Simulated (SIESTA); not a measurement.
Runs of SIESTA 5.4.2 on Ti2O. It takes space group P-3m1 (No. 164, trigonal). The conventional cell has a = 2.919 Å, b = 2.919 Å, c = 4.713 Å, α = 90.00°, β = 90.00°, γ = 120.00°. Ti (site symmetry 3m) is surrounded by 3 O at 2.14 Å. O (site symmetry -3m) is surrounded by 6 Ti at 2.14 Å. 

| potentials or basis | gap on the mesh (eV) | pressure (GPa) | largest force (eV/Å) |
| --- | --- | --- | --- |
| PseudoDojo 0.4 standard (PBEsol files), DZ (energy shift 0.003 Ry; two zetas on semicore shells) | none | 5.7 | (a) |
| PseudoDojo 0.4 standard (PBEsol files), DZP (energy shift 0.003 Ry; two zetas on semicore shells) | none | 6.0 | 1.19 |
| PseudoDojo 0.4 standard (PBEsol files), SZ (energy shift 0.003 Ry) | none | -2.0 | 0.75 |
| PseudoDojo 0.4 standard (PBEsol files), TZDP (energy shift 0.003 Ry; two zetas on semicore shells) | none | 5.0 | 1.31 |
| PseudoDojo 0.4 standard (PBEsol files), SZP (energy shift 0.003 Ry) | none | (b) | 1.32 |
| PseudoDojo 0.4 standard (PBEsol files), TZP (energy shift 0.003 Ry; two zetas on semicore shells) | none | 5.0 | 1.29 |

Alike in all rows: task band structure; level PBEsol; no spin polarisation; cell as given; k mesh 10 × 10 × 6; smearing fermi-dirac 0.05 eV; grid cutoff 800 Ry; energy shift 0.003 Ry.

**Question.** Estimate the missing entries.

**Answer.** (a) 0.94; (b) 8.6.

Caveats: the basis of atomic orbitals isn't converged, which shifts pressures, moduli and gaps; semilocal functionals often make such compounds metallic where correlation or magnetic order opens a gap, which also shifts bond lengths; forces of over 1 eV/Å show positions far from the minimum, so gaps and moduli don't describe the material at rest (some runs); the basis has no polarisation orbitals (some runs).

A gap of «none» marks a metal or a gap under the smearing width.
